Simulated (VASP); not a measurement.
# Ba8O7 (a cell with a defect) in VASP: notebook

Runs on Ba8O7 (a cell with a defect). Level: PBE. Tasks: single point.

All numbers are computed with VASP 6.6.1; they aren't measurements. Logs are shortened: lines on timing, memory, paths and dates and some standing lists are left out, and cuts for length are marked.

## 1. The structure

The cell holds a defect, 15 atoms: a = 7.721 Å, b = 7.721 Å, c = 7.721 Å, α = 60.00°, β = 60.00°, γ = 60.00°.

## 2. Single point, PBE

The input, INCAR:

```
SYSTEM = Ba8O7
  ALGO = Normal
  EDIFF = 1E-6
  ENCUT = 520
  GGA = PE
  ISIF = 2
  ISMEAR = 1
  LASPH = .True.
  LCHARG = .False.
  LREAL = Auto
  LWAVE = .False.
  NBANDS = 74
  NELM = 80
  PREC = Accurate
  SIGMA = 0.15
```

The input, KPOINTS:

```
k-points
0
Gamma
  2 2 2
  0 0 0
```

The input, POSCAR:

```
Ba8O7
1.0
    0.0000000000      5.4592220000      5.4592220000
    5.4592220000      0.0000000000      5.4592220000
    5.4592220000      5.4592220000      0.0000000000
Ba O
8 7
Direct
    0.0024343212     -0.0043527265      0.0052409483
    0.0019859057     -0.0042272507      0.4971357640
   -0.0021714633      0.5000341624      0.0012956974
    0.0019112613      0.5040950890      0.4972745201
    0.4937709989     -0.0040827246      0.0053977472
    0.4978594019      0.0000796817      0.5012060327
    0.4938308975      0.5039838094      0.0053327196
    0.4940116925      0.5040475548      0.4969747521
    0.2480750920      0.2502120265      0.2509044329
    0.2479683002      0.2500572426      0.7512852564
    0.2480345185      0.7496475688      0.2512642827
    0.2480557669      0.7499020007      0.7512032850
    0.7478835812      0.2499659292      0.2512124438
    0.7479921132      0.7500094336      0.2512341502
    0.7480172999      0.7503397920      0.7509519671
```

Potentials or basis: VASP PAW PBE potentials, release 64 (Ba_sv, O).

On the command line:

```sh
> cat potpaw_PBE.64/Ba_sv/POTCAR potpaw_PBE.64/O/POTCAR > POTCAR
> mpirun -np 1 vasp_std > vasp.out
```

OUTCAR:

```text
SYSTEM = Ba8O7
   EDIFF = 1E-6
   ENCUT = 520
   GGA = PE
   ISIF = 2
   ISMEAR = 1
   LASPH = .True.
   LREAL = Auto
   NELM = 80
   PREC = Accurate

 ion  position               nearest neighbor table
   1  0.002  0.996  0.005-  11 2.68  12 2.73  10 2.73  14 2.73  13 2.73   7 3.79   5 3.80   2 3.80
                             4 3.80   6 3.86   3 3.86   3 3.86   6 3.86   4 3.92   2 3.92   5 3.93
   2  0.002  0.996  0.497-  11 2.69  15 2.73  13 2.73  12 2.73   9 2.73   4 3.80   1 3.80   5 3.80
                             8 3.80   6 3.86   3 3.86   3 3.86   6 3.86   8 3.92   5 3.92   1 3.92
   3  0.998  0.500  0.001-   9 2.73  14 2.73  10 2.73  13 2.73  12 2.73  15 2.73   8 3.86   1 3.86
                             4 3.86   2 3.86   5 3.86   7 3.86   7 3.86   5 3.86   4 3.86   2 3.86
   4  0.002  0.504  0.497-  11 2.68  15 2.73  14 2.73  10 2.73   9 2.73   2 3.80   1 3.80   8 3.80
                             7 3.80   3 3.86   6 3.86   6 3.86   3 3.86   7 3.92   8 3.92   1 3.92
   5  0.494  0.996  0.005-  11 2.69   9 2.73  10 2.73  15 2.73  14 2.73   1 3.80   8 3.80   2 3.80
                             7 3.80   6 3.86   3 3.86   3 3.86   6 3.86   7 3.92   2 3.92   8 3.92
   6  0.498  0.000  0.501-  15 2.73  13 2.73  12 2.73  14 2.73  10 2.73   9 2.73   1 3.86   7 3.86
                             8 3.86   5 3.86   2 3.86   4 3.86   4 3.86   2 3.86   5 3.86   8 3.86
   7  0.494  0.504  0.005-  11 2.68   9 2.73  12 2.73  13 2.73  15 2.73   1 3.79   8 3.80   4 3.80
                             5 3.80   6 3.86   3 3.86   3 3.86   6 3.86   5 3.92   4 3.92   8 3.92
   8  0.494  0.504  0.497-  11 2.68  13 2.73  14 2.73  10 2.73  12 2.73   5 3.80   7 3.80   2 3.80
                             4 3.80   3 3.86   6 3.86   6 3.86   3 3.86   4 3.92   2 3.92   7 3.92
   9  0.248  0.250  0.251-   7 2.73   3 2.73   5 2.73   6 2.73   4 2.73   2 2.73
  10  0.248  0.250  0.751-   5 2.73   3 2.73   1 2.73   6 2.73   8 2.73   4 2.73
  11  0.248  0.750  0.251-   7 2.68   1 2.68   4 2.68   8 2.68   2 2.69   5 2.69
  12  0.248  0.750  0.751-   1 2.73   7 2.73   6 2.73   3 2.73   8 2.73   2 2.73
  13  0.748  0.250  0.251-   8 2.73   6 2.73   7 2.73   3 2.73   2 2.73   1 2.73
  14  0.748  0.750  0.251-   3 2.73   8 2.73   4 2.73   6 2.73   5 2.73   1 2.73
  15  0.748  0.750  0.751-   2 2.73   6 2.73   4 2.73   5 2.73   3 2.73   7 2.73

  LATTYP: Found a face centered cubic cell.
 ALAT       =    10.9184440000

  Lattice vectors:

 A1 = (   0.0000000000,   5.4592220000,   5.4592220000)
 A2 = (   5.4592220000,   0.0000000000,   5.4592220000)
 A3 = (   5.4592220000,   5.4592220000,   0.0000000000)

Analysis of symmetry for initial positions (statically):
=====================================================================
 Subroutine PRICEL returns:
 Original cell was already a primitive cell.

 Routine SETGRP: Setting up the symmetry group for a
 face centered cubic supercell.

 Subroutine GETGRP returns: Found  1 space group operations
 (whereof  1 operations were pure point group operations)
 out of a pool of 48 trial point group operations.

[... 151 lines left out ...]
   IVDW    =     0    specifies the selected vdW correction
   LEPSILON=     F    determine dielectric tensor
   LRPA    =     F    only Hartree local field effects (RPA)
 non-spin polarized calculation
 Methfessel and Paxton  Order N= 1 SIGMA  =   0.15
  energy-cutoff  :      520.00
  volume of cell :      325.40
 maximum number of plane-waves:      8801
 NGX is ok and might be reduce to    60
   NGX = 29   NGY = 29   NGZ = 29

 number of electron     121.9999981 magnetization

 Free energy of the ion-electron system (eV)
  ---------------------------------------------------
  ext. energy  EPLUGINS =         0.00000000
  ---------------------------------------------------
  free energy    TOTEN  =       -83.27817417 eV

  energy without entropy =      -83.27564939  energy(sigma->0) =      -83.27733258

 E-fermi :   4.6063     XC(G=0):  -9.7329

 val. band max:        4.1042329193   @ k =   0.5000   0.5000   0.0000
 cond. band min:       4.6426078310   @ k =   0.0000   0.5000   0.0000
 fundamental gap:      0.5383749117
 Fermi energy:         4.6062507281

 k-point     1 :       0.0000    0.0000    0.0000
  band No.  band energies     occupation
      1     -23.9398      2.00000
      2     -23.6876      2.00000
      3     -23.6875      2.00000
      4     -23.6870      2.00000
      5     -23.6059      2.00000
      6     -23.6055      2.00000
[... 597 lines left out ...]
     72       7.1414     -0.00000
     73       7.1417     -0.00000
 [bands above 73 left out]

------------------------ aborting loop because EDIFF is reached ----------------------------------------

  FORCE on cell =-STRESS in cart. coord.  units (eV):
  Direction    XX          YY          ZZ          XY          YZ          ZX
  --------------------------------------------------------------------------------------
  -------------------------------------------------------------------------------------
  Total       13.6742442     13.6753063     13.6812120     -0.0024776      0.0035542     -0.0052550
  in kB       67.3273706     67.3326000     67.3616775     -0.0121990      0.0174998     -0.0258738
  external PRESSURE =      67.3405494 kB  Pullay stress =       0.0000000 kB

 VOLUME and BASIS-vectors are now :
 -----------------------------------------------------------------------------
  energy-cutoff  :      520.00
  volume of cell :      325.40
      direct lattice vectors                 reciprocal lattice vectors
     0.000000000  5.459222000  5.459222000    -0.091588142  0.091588142  0.091588142
     5.459222000  0.000000000  5.459222000     0.091588142 -0.091588142  0.091588142
     5.459222000  5.459222000  0.000000000     0.091588142  0.091588142 -0.091588142

 POSITION                                       TOTAL-FORCE (eV/Angst)
 -----------------------------------------------------------------------------------
      5.46407      0.04190      5.44875         0.009040     -0.101195     -0.006029
      8.15012      2.72482      5.44699         0.094447      0.000306      0.004719
      2.73687      5.45444      8.17716        -0.003031     -0.000557      0.001206
      5.46670      2.72517      2.76240        -0.001846     -0.000710     -0.093098
      5.46640      2.72507      8.13254        -0.000252     -0.000339      0.095774
      2.73663      5.45412      2.71836        -0.002047     -0.000544      0.000326
      2.78047      2.72505      5.44729        -0.096842     -0.000188      0.003258
      5.46480      5.41002      5.44863         0.007282      0.094240     -0.005995
      2.73571      2.72404      2.72026         0.002345      0.002770     -0.005433
      5.46655      5.45515      2.71883        -0.002850     -0.000925      0.000284
      5.46420      2.72578      5.44657         0.001059      0.002381      0.004912
      8.19487      5.45518      5.44807        -0.001509     -0.002182      0.001173
      2.73604      5.45429      5.44748        -0.003065      0.002774      0.004248
      5.46601      5.45500      8.17792        -0.000622      0.000584      0.000611
      8.19588      8.18321      8.17986        -0.002109      0.003585     -0.005956
 -----------------------------------------------------------------------------------
    total drift:                               -0.010010      0.004401      0.017049

  FREE ENERGIE OF THE ION-ELECTRON SYSTEM (eV)
  ---------------------------------------------------
  free  energy   TOTEN  =       -83.2781741745 eV

  energy  without entropy=      -83.2756493858  energy(sigma->0) =      -83.27733258
```

OSZICAR:

```text
N       E                     dE             d eps       ncg     rms          rms(c)
DAV:   1     0.926814609252E+03    0.92681E+03   -0.60124E+04  1184   0.152E+03
DAV:   2    -0.284788460706E+02   -0.95529E+03   -0.92813E+03  1602   0.314E+02
DAV:   3    -0.997163165598E+02   -0.71237E+02   -0.70541E+02  1360   0.909E+01
DAV:   4    -0.102714221439E+03   -0.29979E+01   -0.29833E+01  1808   0.157E+01
DAV:   5    -0.102755285393E+03   -0.41064E-01   -0.40953E-01  1544   0.200E+00    0.265E+01
DAV:   6    -0.840070317381E+02    0.18748E+02   -0.14022E+02  1474   0.335E+01    0.169E+01
DAV:   7    -0.833870753553E+02    0.61996E+00   -0.13876E+01  1456   0.120E+01    0.653E+00
DAV:   8    -0.832568209129E+02    0.13025E+00   -0.89371E-01  1518   0.341E+00    0.244E+00
DAV:   9    -0.832718771248E+02   -0.15056E-01   -0.14466E-01  1616   0.150E+00    0.440E-01
DAV:  10    -0.832760174709E+02   -0.41403E-02   -0.11230E-02  1542   0.378E-01    0.241E-01
DAV:  11    -0.832780465346E+02   -0.20291E-02   -0.33021E-03  1360   0.230E-01    0.478E-02
DAV:  12    -0.832781568225E+02   -0.11029E-03   -0.38183E-04  1614   0.592E-02    0.246E-02
DAV:  13    -0.832781715685E+02   -0.14746E-04   -0.92929E-05  1400   0.338E-02    0.110E-02
DAV:  14    -0.832781739567E+02   -0.23882E-05   -0.15076E-05  1470   0.131E-02    0.525E-03
DAV:  15    -0.832781741745E+02   -0.21788E-06   -0.18373E-06  1056   0.510E-03
   1 F= -.83278174E+02 E0= -.83277333E+02  d E =-.252479E-02
```

Wall time 4.4 min (1 thread of Intel Xeon Platinum 8488C (Sapphire Rapids), shared host); peak memory 0.53 GiB.

What came out:

```yaml
Free_energy: -83.2782 eV
Pressure: 6.7 GPa
Largest_force: 0.102 eV/Å
Band_gap_on_the_k_mesh: none (metal or under the smearing width)
```

Forces in eV/Å, atoms in the order of the input:
```
Ba   0.009 -0.101 -0.006
Ba   0.094  0.000  0.005
Ba  -0.003 -0.001  0.001
Ba  -0.002 -0.001 -0.093
Ba   0.000  0.000  0.096
Ba  -0.002 -0.001  0.000
Ba  -0.097  0.000  0.003
Ba   0.007  0.094 -0.006
O    0.002  0.003 -0.005
O   -0.003 -0.001  0.000
O    0.001  0.002  0.005
O   -0.002 -0.002  0.001
O   -0.003  0.003  0.004
O   -0.001  0.001  0.001
O   -0.002  0.004 -0.006
```

Levels at points of the mesh, in eV from the Fermi level:
| k point | band 57 | band 58 | band 59 | band 60 | band 61 | band 62 | band 63 | band 64 |
| --- | --- | --- | --- | --- | --- | --- | --- | --- |
| (0.00, 0.00, 0.00) | -2.71 | -2.51 | -2.51 | -2.51 | -0.97 | -0.80 | -0.80 | -0.80 |
| (0.50, 0.00, 0.00) | -3.33 | -3.33 | -3.32 | -3.32 | 0.04 | 0.19 | 0.63 | 0.63 |
| (0.00, 0.50, 0.00) | -3.33 | -3.33 | -3.32 | -3.32 | 0.04 | 0.19 | 0.63 | 0.63 |
| (0.00, 0.00, 0.50) | -3.33 | -3.33 | -3.32 | -3.32 | 0.04 | 0.19 | 0.63 | 0.63 |
| (0.50, 0.50, 0.50) | -3.33 | -3.33 | -3.32 | -3.32 | 0.04 | 0.19 | 0.63 | 0.63 |
| (0.50, 0.50, 0.00) | -2.81 | -2.81 | -2.70 | -2.70 | -0.50 | 0.14 | 0.37 | 1.19 |
| (0.00, 0.50, 0.50) | -2.81 | -2.81 | -2.70 | -2.70 | -0.50 | 0.14 | 0.37 | 1.19 |
| (0.50, 0.00, 0.50) | -2.81 | -2.81 | -2.70 | -2.70 | -0.50 | 0.14 | 0.37 | 1.18 |

Caveat: the k mesh is coarse (spacing up to 0.50 Å⁻¹), so the values aren't converged.

## 3. Single point, PBE

The input, INCAR:

```
SYSTEM = Ba8O7
PREC = Accurate ; ENCUT = 520
EDIFF = 1E-6 ; ISMEAR = 1
SIGMA = 0.15 ; LREAL = Auto
LASPH = .TRUE. ; NELM = 80
ALGO = Fast ; ISIF = 2
LWAVE = .FALSE. ; LCHARG = .TRUE.
GGA = PE ; LELF = .TRUE.
LVHAR = .TRUE. ; NBANDS = 74
```

The input, KPOINTS:

```
regular mesh
0
G
  2 2 2
  0 0 0
```

The input, POSCAR:

```
Ba8O7
1.0
    0.0000000000      5.4592220000      5.4592220000
    5.4592220000      0.0000000000      5.4592220000
    5.4592220000      5.4592220000      0.0000000000
Ba O
8 7
Direct
    0.0281813050     -0.0302090664     -0.0027850122
    0.0156754937     -0.0177461184      0.4991645330
   -0.0189298036      0.4832234337      0.0115327788
   -0.0128609901      0.4892832715      0.5221487604
    0.5087768917      0.0108081335      0.0004449352
    0.5148392940      0.0168723675      0.4779316540
    0.4677035482      0.5303373814     -0.0028184419
    0.4802572601      0.5177860508      0.4991004213
    0.2345020957      0.2568646228      0.2585474634
    0.2614162787      0.2432404288      0.7518956914
    0.2479808478      0.7500536707      0.2572023083
    0.2479650947      0.7500805976      0.7269029360
    0.7479835039      0.2500819714      0.1330326922
    0.7547787945      0.7366135687      0.2585236504
    0.7411575312      0.7634537485      0.7519198706
```

Potentials or basis: VASP PAW PBE potentials, release 64 (Ba_sv, O).

On the command line:

```sh
> cat potpaw_PBE.64/Ba_sv/POTCAR potpaw_PBE.64/O/POTCAR > POTCAR
> mpirun -np 1 vasp_std > vasp.out
```

Wall time 6.6 min (1 thread of Intel Xeon Platinum 8488C (Sapphire Rapids), shared host); peak memory 0.53 GiB.

The run converged. Its results:

```
Free energy            : -82.3681 eV
Pressure               : 7.4 GPa
Largest force          : 1.416 eV/Å
Band gap on the k mesh : none (metal or under the smearing width)
```

Forces on the atoms (eV/Å):
```
Ba  -0.164 -0.137  0.000
Ba   0.096 -0.323  0.005
Ba   0.005  0.010  0.093
Ba  -0.059 -0.054  0.145
Ba  -0.047 -0.053 -0.147
Ba   0.004 -0.002 -0.093
Ba  -0.139 -0.164 -0.005
Ba  -0.321  0.097  0.000
O   -0.064 -0.011  0.036
O   -0.015 -0.064 -0.032
O   -0.173 -0.173 -0.003
O   -0.051 -0.050 -0.001
O    1.001  1.001  0.000
O   -0.011 -0.063  0.034
O   -0.062 -0.014 -0.033
```

Stress tensor (GPa, compression positive):
```
 8.50 -1.24  0.00
-1.24  8.50  0.00
 0.00  0.00  5.18
```

Levels at points of the mesh, in eV from the Fermi level:
```tsv
k point	band 57	band 58	band 59	band 60	band 61	band 62	band 63	band 64
(0.00, 0.00, 0.00)	-2.69	-2.67	-2.61	-2.57	-0.88	-0.74	-0.36	-0.32
(0.50, 0.00, 0.00)	-3.36	-3.30	-3.29	-2.96	0.04	0.24	0.54	0.54
(0.00, 0.50, 0.00)	-3.36	-3.30	-3.29	-2.96	0.04	0.24	0.54	0.54
(0.00, 0.00, 0.50)	-3.35	-3.32	-3.30	-3.08	0.04	0.35	0.59	0.63
(0.50, 0.50, 0.50)	-3.35	-3.31	-3.30	-3.08	0.04	0.35	0.59	0.63
(0.50, 0.50, 0.00)	-2.87	-2.84	-2.77	-2.75	-0.39	0.41	0.49	1.30
(0.00, 0.50, 0.50)	-2.81	-2.79	-2.78	-2.69	-0.36	0.20	0.50	0.97
(0.50, 0.00, 0.50)	-2.81	-2.79	-2.78	-2.69	-0.36	0.20	0.50	0.97
```

Caveat: the k mesh is coarse (spacing up to 0.50 Å⁻¹), so the values aren't converged.

[end of part 1 of 3]
